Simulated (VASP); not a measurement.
**A VASP 6.6.1 single-point calculation on GaSb**

INCAR

```
PREC = Accurate
LWAVE = .FALSE.
ISIF = 2
GGA = PE
LASPH = .TRUE.
ENCUT = 520
EDIFF = 1E-7
LCHARG = .FALSE.
NBANDS = 16
NSW = 0
IBRION = -1
SIGMA = 0.02
ISMEAR = -1
ADDGRID = .TRUE.
NELM = 120
LREAL = .FALSE.
```

KPOINTS

```
KPOINTS created by Atomic Simulation Environment
0
Gamma
8 8 8
0 0 0
```

POSCAR

```
Ga Sb
 1.0000000000000000
     0.0000000000000000    2.8731179418333888    2.8731179418333888
     2.8731179418333888   -0.0000000000000000    2.8731179418333888
     2.8731179418333888    2.8731179418333888   -0.0000000000000000
 Ga  Sb
   1   1
Cartesian
 -0.0000000000000000 -0.0000000000000000 -0.0000000000000000
  2.8731179418333888  2.8731179418333888  2.8731179418333888
```

The recommended PBE PAW datasets give the neutral cell 18 valence electrons.

Command

```
mpirun -np 1 vasp_std
```

Problem. How does this run end, and what does it give?

Solution. It converged. Results: gap between bands v and c on the k mesh -3.24 eV (bands overlap: a metal); least direct gap on the k mesh 0.00 eV; pressure 1.7 GPa. Band v is the last that the valence electrons fill when counted band by band, and c is the next.

OSZICAR

```
N       E                     dE             d eps       ncg     rms          rms(c)
DAV:   1     0.776952792902E+02    0.77695E+02   -0.86369E+03   968   0.149E+03
DAV:   2    -0.153596981909E+01   -0.79231E+02   -0.76379E+02  1120   0.299E+02
DAV:   3    -0.690555326388E+01   -0.53696E+01   -0.53395E+01  1168   0.609E+01
DAV:   4    -0.698836318668E+01   -0.82810E-01   -0.82803E-01  1072   0.821E+00
DAV:   5    -0.699034565270E+01   -0.19825E-02   -0.19824E-02  1176   0.116E+00    0.245E+00
DAV:   6    -0.697798471353E+01    0.12361E-01   -0.41520E-02  1184   0.346E+00    0.139E+00
DAV:   7    -0.697930091596E+01   -0.13162E-02   -0.98259E-03  1440   0.117E+00    0.288E-01
DAV:   8    -0.697950551141E+01   -0.20460E-03   -0.14765E-03  1176   0.528E-01    0.520E-02
DAV:   9    -0.697952653469E+01   -0.21023E-04   -0.92092E-05  1160   0.111E-01    0.963E-03
DAV:  10    -0.697952864896E+01   -0.21143E-05   -0.86452E-06  1160   0.360E-02    0.248E-03
DAV:  11    -0.697952877961E+01   -0.13065E-06   -0.49229E-07  1056   0.561E-03    0.110E-03
DAV:  12    -0.697952847700E+01    0.30261E-06   -0.11812E-07   928   0.303E-03    0.105E-03
DAV:  13    -0.697952854915E+01   -0.72155E-07   -0.12755E-08   664   0.997E-04
   1 F= -.69795285E+01 E0= -.69790753E+01  d E =-.906468E-03
```

For comparison, a separate PBE run of the intended cell, on usual settings and not on those above, gives a gap of -3.24 eV on its mesh and a pressure of 1.7 GPa.
